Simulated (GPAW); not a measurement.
Runs of GPAW 26.7.0 on ZnS. The structure is cubic, space group F-43m (No. 216). Conventional cell: a = 5.404 Å, b = 5.404 Å, c = 5.404 Å, α = 90.00°, β = 90.00°, γ = 90.00°. Around Zn (site symmetry -43m) lie 4 S at 2.34 Å. Around S (site symmetry -43m) lie 4 Zn at 2.34 Å. 

```csv
task,level,potentials or basis,cell,k mesh,cutoff (eV),smearing,optimizer,fmax,max steps,convergence,gap on the mesh (eV),pressure (GPa),V0 of scaled cells (Å³/atom),B0 (GPa)
equation of state,RPBE+D3,"the program's PAW data sets (release 1.2.1) made for this functional, pw",as given,7 × 7 × 7,600,fermi-dirac 0.05 eV,-,-,-,-,-,-,(a),(c)
equation of state,PW91,"PAW data sets generated in the run's folder for this functional, pw",as given,7 × 7 × 7,600,fermi-dirac 0.05 eV,-,-,-,-,-,-,20.08,(b)
relaxation of cell and atoms,revPBE+D3(BJ),"the program's PAW data sets (release 1.2.1) made for this functional, pw",relaxed,9 × 9 × 9,600,fermi-dirac 0.05 eV,LBFGS,0.05 eV/Å,40,density=1e-05 forces=0.0001,2.34,0.1,-,-
electron localisation function,AM05,"PAW data sets generated in the run's folder for this functional, pw",as given,6 × 6 × 6,510,fermi-dirac 0.01 eV,-,-,-,-,2.09,-1.4,-,-
equation of state,PBE+D3,"GPAW PAW data sets (gpaw-data 1.2.1), pw",as given,7 × 7 × 7,600,fermi-dirac 0.05 eV,-,-,-,-,-,-,19.50,79
```

Alike in all rows: no spin polarisation.

Estimate the missing entries.

(a) 19.68; (b) 71; (c) 73.

Caveats: later steps reuse the first step's grids (some runs); an odd mesh through Γ misses points on the zone boundary, where band edges often lie (some runs); the cutoff is short for stress and forces, so pressures can be off by a GPa or more (some runs).

Not every run made on this cell is shown here.
